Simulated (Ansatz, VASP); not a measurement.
Two plane-wave programs on AlCu

INCAR

```
PREC     = Accurate       # precision mode
ENCUT    = 520            # plane-wave cutoff, eV
EDIFF    = 1E-7           # SCF threshold, eV
ISMEAR   = 0              # smearing method
SIGMA    = 0.15           # smearing width, eV
LREAL    = F              # projectors in reciprocal space
LASPH    = T              # aspherical terms in the spheres
NELM     = 100            # most SCF steps
ALGO     = Fast           # electronic algorithm
ISIF     = 2              # what is computed and relaxed
LWAVE    = F              # write WAVECAR
LCHARG   = F              # write CHGCAR
GGA      = CA             # functional
NBANDS   = 14             # bands
```

The input KPOINTS:

```
Automatic mesh
0
Gamma
  16 16 16
```

Contents of POSCAR:

```
AlCu
1.0
    2.9975090000      0.0000000000      0.0000000000
    0.0000000000      2.9975090000      0.0000000000
    0.0000000000      0.0000000000      2.9975090000
Al Cu
1 1
Direct
    0.0000000000      0.0000000000      0.0000000000
    0.5000000000      0.5000000000      0.5000000000
```

Input for Ansatz:

```yaml
crystal:
  lattice:
    - [2.997509, 0.0, 0.0]
    - [0.0, 2.997509, 0.0]
    - [0.0, 0.0, 2.997509]
  atoms:
    - { symbol: Al, position: [0.0, 0.0, 0.0] }
    - { symbol: Cu, position: [0.5, 0.5, 0.5] }
basis:
  ecutwfc: 420
kpoints:
  mp_grid: { grid: [16, 16, 16] }
hamiltonian:
  xc: lda
scf:
  occupations: { method: gaussian, width: 0.15 }
output:
  forces: true
  stress: true
  eigenvalues: true
```

The cell comes from a database or a generator and needn't be the stable form of this composition.

Alike in both runs: task single point; functional LDA; k mesh 16 × 16 × 16; occupations gaussian, width 0.15 eV; no spin polarisation.

```csv
,VASP,Ansatz
version,VASP 6.6.1,Ansatz 0.2.0
potentials or method,"VASP PAW LDA potentials, release 64 (Al, Cu)","scalar-relativistic, plane waves, PAW"
plane-wave cutoff (eV),520,420
valence electrons in the cell,14,22
```

|  | VASP | Ansatz | Ansatz less VASP |
| --- | --- | --- | --- |
| gap on the k mesh at the Fermi level (eV) | none | none | - |
| pressure (GPa) | -8.6 | -8.7 | -0.12 |

A gap of «none» marks a metal or a gap that the smearing closes. The two sets of potentials don't hold the same shells in valence.
